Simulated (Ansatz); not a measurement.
# MoS2: the cost of one run

Computed with Ansatz 0.2.0 (DFT LDA+U (U_eff = 4 eV on Mo d), plane waves, PAW, unless a step's input says otherwise).

### Step 1. The starting structure

Symmetry: R3m, No. 160, trigonal system. The conventional cell has a = 3.163 Å, b = 3.163 Å, c = 18.370 Å, α = 90.00°, β = 90.00°, γ = 120.00°. Mo (site symmetry 3m) is surrounded by 6 S at 2.36 Å. Around S (site symmetry 3m) lie 3 Mo at 2.36 Å.

Coordinates:

```
CELL_PARAMETERS angstrom
1.58150 0.91308 6.12333
-1.58150 0.91308 6.12333
0.00000 -1.82616 6.12333
ATOMIC_POSITIONS crystal
Mo 0.00000 0.00000 0.00000
S 0.74840 0.74840 0.74840
S 0.58490 0.58490 0.58490
```

Magnetic order typed: ferromagnetic.

### Step 2. From atoms, symmetry kept, no search

Contents of input.yaml:

```yaml
crystal:
  lattice:
    - [1.58149989, 0.91307939, 6.12332821]
    - [-1.58149989, 0.91307939, 6.12332821]
    - [0.0, -1.82615878, 6.12332821]
  atoms:
    - { symbol: Mo, position: [0.0, 0.0, 0.0], spin: 2.0 }
    - { symbol: S, position: [0.7484, 0.7484, 0.7484] }
    - { symbol: S, position: [0.5849, 0.5849, 0.5849] }
basis:
  ecutwfc: 420
  ecutrho_ratio: 4
kpoints:
  mp_grid: { grid: [7, 7, 7] }
hamiltonian:
  xc: lda
  hubbard: { sites: [{ site: 0, l: d, u_eff: 4.0 }] }
scf:
  occupations: { method: gaussian, width: 0.05 }
  lower_state_search: "off"
  max_iter: 150
output:
  forces: true
  stress: true
  eigenvalues: true
  populations: true
  hubbard: { sites: [{ site: 0, l: d }] }
magnetization:
  spin_polarized: true
```

Run with:

```
$ ansatz run input.yaml --threads 2 --pin off --max-ram 3072MiB --backend cpu --events-out ev --progress --plain --runs-dir out
```

What time and memory should one allow on 2 threads of Arm Neoverse V2, shared host?

About 10 s, with a peak of 0.41 GiB.
